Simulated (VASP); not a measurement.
## A VASP 6.6.1 single-point calculation on MoS2

INCAR

```
EDIFF = 1E-7
SIGMA = 0.02
GGA = PE
LWAVE = .FALSE.
LCHARG = .FALSE.
ISMEAR = -1
IBRION = -1
NSW = 0
ISIF = 2
ENCUT = 520
LREAL = .FALSE.
NBANDS = 20
PREC = Accurate
NELM = 3
LASPH = .TRUE.
```

KPOINTS

```
KPOINTS created by Atomic Simulation Environment
0
Gamma
12 12 4
0 0 0
```

POSCAR

```
Mo S
 1.0000000000000000
     3.1059543043976761    0.0000000000000000    0.0000000000000000
    -1.5529771521988380    2.6898353306020124    0.0000000000000000
     0.0000000000000000    0.0000000000000000    6.6704083680000004
 Mo  S
   1   2
Cartesian
  0.0000000000000000 -0.0000000000000001  0.0000000000000000
 -0.0000000000000001  1.7932235537346748  1.5751965696521610
 -0.0000000000000001  1.7932235537346748  5.0952117983478384
```

The recommended PBE PAW datasets give the neutral cell 26 valence electrons.

Command

```
mpirun -np 1 vasp_std
```

OSZICAR

```
N       E                     dE             d eps       ncg     rms          rms(c)
DAV:   1     0.186476334054E+03    0.18648E+03   -0.13400E+04  2288   0.122E+03
DAV:   2    -0.156822822470E+02   -0.20216E+03   -0.19670E+03  2852   0.318E+02
DAV:   3    -0.230500074793E+02   -0.73677E+01   -0.73045E+01  2812   0.568E+01
   1 F= -.23050007E+02 E0= -.23050007E+02  d E =-.680460E-11
```

Standard output (part)

```
POSCAR found type information on POSCAR MoS
 POSCAR found :  2 types and       3 ions
 LDA part: xc-table for (Slater+PW92), standard interpolation
 POSCAR, INCAR and KPOINTS ok, starting setup
 WAVECAR not read
 entering main loop
|     The electronic self-consistency was not achieved in the given           |
|     number of steps (NELM). The forces and other quantities evaluated       |
|     might not be reliable so examine the results carefully. If you find     |
|     spurious results, we suggest increasing NELM, if you were close to      |
|     convergence or switching to a different ALGO or adjusting the           |
|     density mixing parameters otherwise.                                    |
```

It didn't converge.

**Question.** What is wrong with this input?

**Answer.** Too few electronic steps. It didn't converge.
